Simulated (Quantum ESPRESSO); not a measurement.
# GaAs (P-6m2) in Quantum ESPRESSO: convergence with density cutoff

Aim: find how far density cutoff must go before the results for GaAs settle, at PBEsol. This setting moves, with any that are tied to it; all else stays.

Everything below comes from runs of Quantum ESPRESSO 7.5. Logs are shortened: lines on timing, memory, paths and dates and some standing lists are left out, and cuts for length are marked.

## Step 1: The crystal as given

It takes space group P-6m2 (No. 187, hexagonal). Conventional cell: a = 3.606 Å, b = 3.606 Å, c = 3.573 Å, α = 90.00°, β = 90.00°, γ = 120.00°. Around Ga (site symmetry -6m2) lie 6 As at 2.74 Å. As (site symmetry -6m2) is surrounded by 6 Ga at 2.74 Å.

The cell was built by a generator and needn't be a form met in nature.

## Step 2: With density cutoff 224 Ry

pw.in

```
&CONTROL
  calculation = 'scf'
  prefix = 'pwscf'
  outdir = './tmp'
  pseudo_dir = './pseudo'
  tprnfor = .true.
  tstress = .true.
  disk_io = 'nowf'
/
&SYSTEM
  ibrav = 0
  nat = 2
  ntyp = 2
  ecutwfc = 56
  ecutrho = 224
  nbnd = 19
  occupations = 'smearing'
  smearing = 'fd'
  degauss = 0.00999582
/
&ELECTRONS
  conv_thr = 4d-10
  electron_maxstep = 120
  mixing_beta = 0.5
/
ATOMIC_SPECIES
Ga    69.7230 ga_pbesol_v1.4.uspp.F.UPF
As    74.9216 as_pbesol_v1.uspp.F.UPF
CELL_PARAMETERS angstrom
   3.6064012100    0.0000000000    0.0000000000
  -1.8032006000    3.1232350600    0.0000000000
   0.0000000000    0.0000000000    3.5731941600
ATOMIC_POSITIONS crystal
Ga     0.3333333300    0.6666666700    0.5000000000
As     0.0000000000    0.0000000000    0.0000000000
K_POINTS automatic
9 9 8 0 0 0
```

Potentials or basis: GBRV 1.5 PBEsol.

On the command line:

```bash
OMP_NUM_THREADS=1 pw.x -in pw.in > pw.out
```

Wall time 22 s (1 thread of Intel Xeon 6975P-C (Granite Rapids), shared host); peak memory 0.12 GiB.

Results:

```
Free energy            : -6190.1288 eV
Pressure               : -3.7 GPa
Band gap on the k mesh : none (metal or under the smearing width)
```

## Step 3: With density cutoff 280 Ry

Edit pw.in of step 2 so:

```diff
@@ -14,3 +14,3 @@
   ecutwfc = 56
-  ecutrho = 224
+  ecutrho = 280
   nbnd = 19
```

Potentials or basis: GBRV 1.5 PBEsol.

On the command line:

```bash
OMP_NUM_THREADS=1 pw.x -in pw.in > pw.out
```

Run time: 24 s. Hardware: 1 thread of Intel Xeon 6975P-C (Granite Rapids), shared host; peak memory 0.14 GiB.

What came out:

- Free energy: -6190.1287 eV
- Pressure: -3.7 GPa
- Band gap on the k mesh: none (metal or under the smearing width)

## Step 4: With density cutoff 336 Ry

Edit pw.in of step 3 so:

```diff
@@ -14,3 +14,3 @@
   ecutwfc = 56
-  ecutrho = 280
+  ecutrho = 336
   nbnd = 19
```

On the command line:

```bash
OMP_NUM_THREADS=1 pw.x -in pw.in > pw.out
```

It took 26 s on 1 thread of Intel Xeon 6975P-C (Granite Rapids), shared host; peak memory 0.16 GiB.

Results:

| Quantity | Value |
| --- | --- |
| Free energy | -6190.1287 eV |
| Pressure | -3.7 GPa |
| Band gap on the k mesh | none (metal or under the smearing width) |

## Step 5: With density cutoff 392 Ry

Edit pw.in of step 4 so:

```diff
@@ -14,3 +14,3 @@
   ecutwfc = 56
-  ecutrho = 336
+  ecutrho = 392
   nbnd = 19
```

On the command line:

```bash
OMP_NUM_THREADS=1 pw.x -in pw.in > pw.out
```

Run time: 26 s. Hardware: 1 thread of Intel Xeon 6975P-C (Granite Rapids), shared host; peak memory 0.19 GiB.

Results:

| Item | Value |
| --- | --- |
| Free energy | -6190.1287 eV |
| Pressure | -3.7 GPa |
| Band gap on the k mesh | none (metal or under the smearing width) |

## Step 6: With density cutoff 448 Ry

Edit pw.in of step 5 so:

```diff
@@ -14,3 +14,3 @@
   ecutwfc = 56
-  ecutrho = 392
+  ecutrho = 448
   nbnd = 19
```

Potentials or basis: GBRV 1.5 PBEsol.

On the command line:

```bash
OMP_NUM_THREADS=1 pw.x -in pw.in > pw.out
```

Wall time 28 s (1 thread of Intel Xeon 6975P-C (Granite Rapids), shared host); peak memory 0.22 GiB.

The run converged. Its results:

```
Free energy            : -6190.1287 eV
Pressure               : -3.7 GPa
Band gap on the k mesh : none (metal or under the smearing width)
```

## Step 7: With density cutoff 560 Ry

Edit pw.in of step 6 so:

```diff
@@ -14,3 +14,3 @@
   ecutwfc = 56
-  ecutrho = 448
+  ecutrho = 560
   nbnd = 19
```

On the command line:

```bash
OMP_NUM_THREADS=1 pw.x -in pw.in > pw.out
```

Run time: 33 s. Hardware: 1 thread of Intel Xeon 6975P-C (Granite Rapids), shared host; peak memory 0.28 GiB.

Results (log left out):

| Item | Value |
| --- | --- |
| Free energy | -6190.1288 eV |
| Pressure | -3.7 GPa |
| Band gap on the k mesh | none (metal or under the smearing width) |

## Step 8: With density cutoff 672 Ry

Edit pw.in of step 7 so:

```diff
@@ -14,3 +14,3 @@
   ecutwfc = 56
-  ecutrho = 560
+  ecutrho = 672
   nbnd = 19
```

On the command line:

```bash
OMP_NUM_THREADS=1 pw.x -in pw.in > pw.out
```

Run time: 37 s. Hardware: 1 thread of Intel Xeon 6975P-C (Granite Rapids), shared host; peak memory 0.34 GiB.

Results (log left out):

* Free energy: -6190.1288 eV
* Pressure: -3.7 GPa
* Band gap on the k mesh: none (metal or under the smearing width)

## Step 9: With density cutoff 896 Ry

Edit pw.in of step 8 so:

```diff
@@ -14,3 +14,3 @@
   ecutwfc = 56
-  ecutrho = 672
+  ecutrho = 896
   nbnd = 19
```

Potentials or basis: GBRV 1.5 PBEsol.

On the command line:

```bash
OMP_NUM_THREADS=1 pw.x -in pw.in > pw.out
```

pw.out:

```text
This program is part of the open-source Quantum ESPRESSO suite
     for quantum simulation of materials; please cite
[... 9 lines left out ...]
     --------------------
     sticks:   dense  smooth     PW     G-vecs:    dense   smooth      PW
     Sum        2869     721    211               123137    15357    2567

     Using Slab Decomposition

     bravais-lattice index     =            0
     lattice parameter (alat)  =       6.8151  a.u.
     unit-cell volume          =     271.6014 (a.u.)^3
     number of atoms/cell      =            2
     number of atomic types    =            2
     number of electrons       =        24.00
     number of Kohn-Sham states=           19
     kinetic-energy cutoff     =      56.0000  Ry
     charge density cutoff     =     896.0000  Ry
     scf convergence threshold =      4.0E-10
     mixing beta               =       0.5000
     number of iterations used =            8  plain     mixing
     Exchange-correlation= SLA  PW   PSX  PSC
                           (   1   4  10   8   0   0   0)

     celldm(1)=   6.815111  celldm(2)=   0.000000  celldm(3)=   0.000000
     celldm(4)=   0.000000  celldm(5)=   0.000000  celldm(6)=   0.000000

     crystal axes: (cart. coord. in units of alat)
               a(1) = (   1.000000   0.000000   0.000000 )
               a(2) = (  -0.500000   0.866025   0.000000 )
               a(3) = (   0.000000   0.000000   0.990792 )

     reciprocal axes: (cart. coord. in units 2 pi/alat)
               b(1) = (  1.000000  0.577350 -0.000000 )
               b(2) = (  0.000000  1.154701  0.000000 )
               b(3) = (  0.000000 -0.000000  1.009293 )

     PseudoPot. # 1 for Ga read from file:
     ga_pbesol_v1.4.uspp.F.UPF
     Pseudo is Ultrasoft + core correction, Zval = 19.0
     Generated by new atomic code, or converted to UPF format
     Using radial grid of  871 points,  6 beta functions with:
[... 41 lines left out ...]
        k(    5) = (   0.0000000   0.0000000  -0.5046467), wk =   0.0030864
        k(    6) = (   0.0000000   0.1283001   0.0000000), wk =   0.0185185
[... 52 lines left out ...]
        k(   59) = (   0.3333333   0.5773503   0.3784850), wk =   0.0123457
        k(   60) = (   0.3333333   0.5773503  -0.5046467), wk =   0.0061728

     Dense  grid:   123137 G-vectors     FFT dimensions: (  72,  72,  72)

     Smooth grid:    15357 G-vectors     FFT dimensions: (  36,  36,  36)

     Initial potential from superposition of free atoms

     starting charge      22.9998, renormalised to      24.0000
     Starting wfcs are   16 randomized atomic wfcs +    3 random wfcs

     Self-consistent Calculation

     iteration #  1     ecut=    56.00 Ry     beta= 0.50
     Davidson diagonalization with overlap
     ethr =  1.00E-02,  avg # of iterations =  6.2

     total energy              =    -451.13563763 Ry
     estimated scf accuracy    <       7.30522340 Ry
[... 26 lines left out ...]
     total energy              =    -454.96587603 Ry
     estimated scf accuracy    <       0.00033763 Ry

     iteration #  6     ecut=    56.00 Ry     beta= 0.50
     Davidson diagonalization with overlap
     c_bands:  1 eigenvalues not converged
     ethr =  1.41E-06,  avg # of iterations =  6.8

     total energy              =    -454.96606300 Ry
     estimated scf accuracy    <       0.00005554 Ry

     iteration #  7     ecut=    56.00 Ry     beta= 0.50
     Davidson diagonalization with overlap
     ethr =  2.31E-07,  avg # of iterations =  2.5
[... 25 lines left out ...]
     iteration # 11     ecut=    56.00 Ry     beta= 0.50
     Davidson diagonalization with overlap
     ethr =  2.91E-11,  avg # of iterations =  2.9

     End of self-consistent calculation

          k = 0.0000 0.0000 0.0000 (  1895 PWs)   bands (ev):

   -85.4107 -85.4107 -85.3897  -5.9740  -5.9581  -5.9581  -5.9115  -5.9115
    -4.3512   7.1159   7.2329   9.2062   9.2062  13.9060  13.9060  13.9101
    17.6539  19.1949  22.5656
[... 351 lines left out ...]
   -85.4107 -85.4107 -85.3898  -6.0466  -5.9786  -5.9432  -5.9214  -5.8681
    -0.5857   4.5048   4.6431   4.8261   6.5122   8.3820  17.4942  19.0144
    19.8181  22.3343  22.8879

     the Fermi energy is     8.7132 ev

!    total energy              =    -454.96607282 Ry
     estimated scf accuracy    <          2.0E-10 Ry
     smearing contrib. (-TS)   =      -0.00413065 Ry
     internal energy E=F+TS    =    -454.96194217 Ry

     The total energy is F=E-TS. E is the sum of the following terms:
     one-electron contribution =    -387.22066398 Ry
     hartree contribution      =     202.71563463 Ry
     xc contribution           =     -79.19689363 Ry
     ewald contribution        =    -191.26001919 Ry

     convergence has been achieved in  11 iterations

     Forces acting on atoms (cartesian axes, Ry/au):

     atom    1 type  1   force =     0.00000000    0.00000000    0.00000000
     atom    2 type  2   force =     0.00000000    0.00000000    0.00000000

     Total force =     0.000000     Total SCF correction =     0.000000

     Computing stress (Cartesian axis) and pressure

          total   stress  (Ry/bohr**3)                   (kbar)     P=      -36.95
  -0.00014698   0.00000000   0.00000000          -21.62        0.00        0.00
   0.00000000  -0.00014698   0.00000000            0.00      -21.62        0.00
   0.00000000  -0.00000000  -0.00045966            0.00       -0.00      -67.62

=------------------------------------------------------------------------------=
   JOB DONE.
=------------------------------------------------------------------------------=
```

Run time: 45 s. Hardware: 1 thread of Intel Xeon 6975P-C (Granite Rapids), shared host; peak memory 0.5 GiB.

What came out:

```yaml
Free_energy: -6190.1288 eV
Pressure: -3.7 GPa
Band_gap_on_the_k_mesh: none (metal or under the smearing width)
```

## Step 10: Summary

```tsv
density cutoff	energy less the tightest run, at zero smearing (meV/atom)	SCF cycles	CPU time (s)	peak memory (GiB)
224 Ry	-0.01	11	22	0.12
280 Ry	0.02	11	24	0.14
336 Ry	0.02	11	26	0.16
392 Ry	0.01	11	26	0.19
448 Ry	0.01	11	28	0.22
560 Ry	0.00	11	33	0.28
672 Ry	0.00	11	37	0.34
896 Ry	0.00	11	45	0.5
```

Against the tightest run, the energy stays within 1 meV/atom from 224 Ry on. The tightest run that finished is the yardstick and may itself not be fully converged.
